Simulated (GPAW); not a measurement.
Crystal: ZnS.

```
Zn S
1.0
     0.00000    2.70200    2.70200
     2.70200    0.00000    2.70200
     2.70200    2.70200    0.00000
Zn S
1 1
Cartesian
  4.0530 4.0530 4.0530
  0.0000 0.0000 0.0000
```

Base run:

- Program: GPAW 26.7.0
- Functional: LDA
- Potentials or basis: the program's PAW data sets (release 1.2.1) made for this functional, newer versions
- Cutoff: 600 eV
- Basis: pw
- k mesh: 7 × 7 × 7
- Occupations: fermi-dirac, width 0.05 eV
- Spin: no spin polarisation

Its results: band gap on the k mesh 1.86 eV, direct; pressure -4.9 GPa.

The run is repeated on the same cell with these changes: functional from LDA to revTPSS; potentials or basis from the program's PAW data sets (release 1.2.1) made for this functional, newer versions to GPAW PAW data sets (gpaw-data 1.2.1). What comes out?

Band gap on the k mesh 2.18 eV, direct; pressure 0.6 GPa.

Caveats: the PAW data sets were made with another functional, which shifts forces and pressure a little (some runs).

Not every run made on this cell is shown here.
